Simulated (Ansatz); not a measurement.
An Ansatz input:

```yaml
crystal:
  lattice:
    - [0.0, 3.3030094463, 3.3030094463]
    - [3.3030094463, 0.0, 3.3030094463]
    - [3.3030094463, 3.3030094463, 0.0]
  atoms:
    - { symbol: Ba, position: [0.0, 0.0, 0.0] }
hamiltonian:
  xc: rpbe
  pseudopotentials:
    kind: paw
    azcp:
      Ba: "pseudopotentials/Ba.paw.azcp"
basis:
  ecutwfc: 420
  fft_grid_basis: typed
kpoints:
  mp_grid: { grid: [10, 10, 10], shift: [0, 0, 0] }
magnetization:
  spin_polarized: false
scf:
  occupations: { method: fermi_dirac, width: 0.1 }
  lower_state_search: "off"
output:
  stress: true
```

and its output:

```
Engine: ansatz 0.2.0, x86_64-unknown-linux-gnu
Pseudopotentials: kind: paw
Pseudopotential: Ba, paw, valence charge 10, recommended cutoff 420 eV (normal) 
Functional definition: RPBE
  parameter kappa = 0.804
  parameter beta = 0.06672455060314922
  exchange = rpbe_x(kappa = kappa, mu = beta*pi^2/3)
  correlation = pbe_c(beta = beta)
Crystal: 1 atoms, lattice volume = 72.071 Å³
Basis set: ecut = 420 eV, 1411 PW (Γ)
Bands: 9, of which v1, the nominal top of the filled ones, is band 5 counted from 1 (4 counted from 0)
Symmetry: 48 space group operations
Space group: Fm-3m (ITA 225), of the structure as read, at distance tolerance 4.2e-5 Å
k-points: 47 of 1000
Non-local potential: Ba, projectors of the file, l = 0: 3, l = 1: 2, l = 2: 2, l = 3: 2
PAW form: soft (Blöchl's): semilocal exchange-correlation on the pseudo side does not see the compensation charge
PAW frozen core: Ba, regenerated for the run's functional, and the local potential with it (the file was generated under x = pbe(κ = 0.804, μ = 0.2195149727645171), c = pbe(β = 0.06672455060314922))
PAW one-centre angular grid: Ba, 194 points (default); XC on 64 Gauss nodes
Initial density: superposition of atomic densities (neutral atoms: chi_scale 0, normalization atom), corrected by the library's trained network
Initial wavefunctions: pseudopotential atomic-orbital guess
Functional: x = rpbe, c = pbe(β = 0.06672455060314922)
SCF iter   1: F=—  HF=-5959.212304 eV  |F-HF|=—  |Δ(HF+E_count)|=         —  Δρ=1.14e-3  dr2=1.19e-3  ethr=1.77e-3  ⟨swp⟩=7.6  Hψ=4148  notcnv=0
SCF iter   2: F=—  HF=-5959.212967 eV  |F-HF|=—  |Δ(HF+E_count)|=   6.63e-4  Δρ=7.88e-4  dr2=6.31e-4  ethr=1.19e-5  ⟨swp⟩=2.4  Hψ=994  notcnv=0
SCF iter   3: F=—  HF=-5959.213353 eV  |F-HF|=—  |Δ(HF+E_count)|=   3.86e-4  Δρ=1.86e-4  dr2=5.89e-5  ethr=6.31e-6  ⟨swp⟩=2.9  Hψ=662  notcnv=0
SCF iter   4: F=—  HF=-5959.213351 eV  |F-HF|=—  |Δ(HF+E_count)|=   2.03e-6  Δρ=9.73e-5  dr2=1.12e-5  ethr=5.89e-7  ⟨swp⟩=1.1  Hψ=434  notcnv=0
iter 5 did not close the SCF: its close was put off for the readings that it lacked (scf_convergence_deferred on its scf_iter line)
SCF iter   5: F=-5959.213350 eV  HF=-5959.213350 eV  |F-HF|=1.10e-7  |Δ(HF+E_count)|=   6.59e-7  Δρ=1.31e-5  dr2=5.20e-8  ethr=1.12e-7  ⟨swp⟩=2.9  Hψ=696  notcnv=0
SCF iter   6: F=-5959.213350 eV  HF=-5959.213350 eV  |F-HF|=7.89e-10  |Δ(HF+E_count)|=   1.24e-7  Δρ=3.25e-6  dr2=6.93e-9  ethr=5.20e-10  ⟨swp⟩=3.0  Hψ=1634  notcnv=0
SCF 1 converged in 6 iterations: F = -5959.213350 eV  dr2 = 6.93e-9
SCF converged after 6 iterations
Free energy (F): -5959.213350 eV
Harris-Foulkes:  -5959.213350 eV  (|F-HF|=7.89e-10)
Internal energy: -5959.154035 eV  (E = F + TS)
E sigma→0 (E₀):  -5959.183693 eV
Entropy (-TS):   -0.059315 eV (-59.315 meV/atom)
Fermi energy:    5.038276 eV
--- Per-component energies (eV) ---
  E_band       = -95.423481
  E_kinetic    = 165.781182
  E_local      = -410.589153  (includes V_loc(G=0)·N_el)
  E_nonlocal   = 56.300536
  E_hartree    = 130.545711
  E_xc         = -166.553629
  E_vxc        = -132.949656  (∫ρ·V_xc dr)
  E_paw        = -5234.889976  (= ΣΔE_a)
  E_vpaw       = -35.056298  (= ΣTr[D̂ρ^β])
  E_aug_tail   = -0.000002  (compensation charges beyond the density's cutoff)
  E_ewald      = -499.698756
  E_core_change = -0.049947  (= ΣΔE_core)
  E_smearing   = -0.059315  (= −TS)
  E_closure    = -0.000000  (closes the sum)
  Σ components = -5959.213350   (vs F -5959.213350, Δ=0.00e0)
--- Stress (GPa, compression-positive) ---
       -0.218792       0.000000       0.000000
       -0.000000      -0.218792       0.000000
       -0.000000       0.000000      -0.218792
  P = ⅓ Tr σ = -0.2188 GPa (-2.188 kbar)
```

Command:

```sh
ansatz run input.yaml --threads 2 --pin off --max-ram 5120MiB --backend cpu --events-out ev --progress --plain --runs-dir out
```

On 2 threads of Intel(R) Xeon(R) Platinum 8488C (Sapphire Rapids) (shared host) this took about 0.87 s of wall time and 1.5 s of CPU time.
